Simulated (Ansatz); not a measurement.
The system is Zr.

```
Zr
1.0
     3.23200    0.00000    0.00000
    -1.61600    2.79899    0.00000
     0.00000    0.00000    5.14700
Zr
2
Cartesian
  1.6160 0.9330 3.8603
  0.0000 1.8660 1.2868
```

```yaml
Program: Ansatz 0.2.0
Task: single point
Functional: PBEsol
Potentials_or_basis: Ansatz PAW
Cutoff: "420 eV (not typed: the program's choice for these potentials)"
k_mesh: 9 × 9 × 5
Occupations: fermi-dirac, width 0.05 eV
Spin: no spin polarisation
```

On this cell: pressure -3.3 GPa; largest force under 0.003 eV/Å; band gap on the k mesh none (metal or under the smearing width).

The same run follows on a disturbed copy (atoms moved at random, drawn with an rms of 0.05 Å):

```xyz
2
Lattice="3.2320 0.0000 0.0000 -1.6160 2.7990 0.0000 0.0000 0.0000 5.1470" Properties=species:S:1:pos:R:3 pbc="T T T"
Zr    1.5928    0.9479    3.8560
Zr    0.0189    1.9105    1.2588
```

Task: What changes?

Result: The energy (extrapolated to zero smearing) moves by +1.0 meV/atom; pressure -3.3 GPa; largest force 0.097 eV/Å; band gap on the k mesh none (metal or under the smearing width).

Forces in eV/Å, atoms in the order of the input:
```
Zr   0.034  0.024 -0.087
Zr  -0.034 -0.024  0.087
```

Stress tensor (GPa, compression positive):
```
-3.76 -0.27 -0.01
-0.27 -3.37  0.00
-0.01  0.00 -2.69
```

Caveats: the PAW data sets come from PBE, with cores solved anew for the run's functional, which leaves a small shift of forces and pressure.
